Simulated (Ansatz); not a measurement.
Reaction (formal loss of a carbene): `CCC(C)C` → `CCCC` + `[CH2]` (triplet)

Calculated with Ansatz (gas phase, PBE0-D4/def2-TZVP geometries, no zero-point term in ΔE). CCSD(T)/CBS is the MP2 limit (def2-TZVPP, def2-QZVPP) plus CCSD(T) − MP2 in def2-TZVPP, frozen cores. This one scheme is used for every species. DFT in def2-TZVPP. B3LYP here is the variant with VWN-RPA as its local correlation; programs differ in this. Triplets are unrestricted, without spin–orbit coupling. One conformer a species, not always the lowest.

Problem. Is it downhill or uphill in electronic energy at CCSD(T)/CBS, and by how much? (An estimate is asked.)

Solution. Ansatz gave: Uphill: ΔE = +440.2 kJ/mol.

Problem. What do these levels give: LDA (SPW92), revPBE-D4, B97M-V, revPBE, PBE0, B3LYP, BHLYP, HF/def2-SVP, CCSD/def2-SVP, SCS-MP2/def2-TZVPP, HF/def2-QZVPP, CCSD/CBS(def2)? (Estimate.)

Solution. Computed: LDA (SPW92) 514.2, revPBE-D4 431.5, B97M-V 438.9, revPBE 404.8, PBE0 427.1, B3LYP 414.9, BHLYP 407.8, HF/def2-SVP 291.8, CCSD/def2-SVP 414.4, SCS-MP2/def2-TZVPP 441.7, HF/def2-QZVPP 284.4, CCSD/CBS(def2) 427.9 kJ/mol.

Largest T1 diagnostic among the species: 0.011.

At CCSD(T), def2-SVP lies −16.4 kJ/mol from the extrapolated value and def2-TZVPP −11.0 kJ/mol. From PBE to PBE0 (25 % exact exchange), in def2-TZVPP and without D4, ΔE moves by −6.7 kJ/mol. In def2-TZVPP, CCSD(T) changes the Hartree–Fock value by +144.7 kJ/mol (the triples alone add +12.3 kJ/mol) and MP2 by +159.0 kJ/mol.
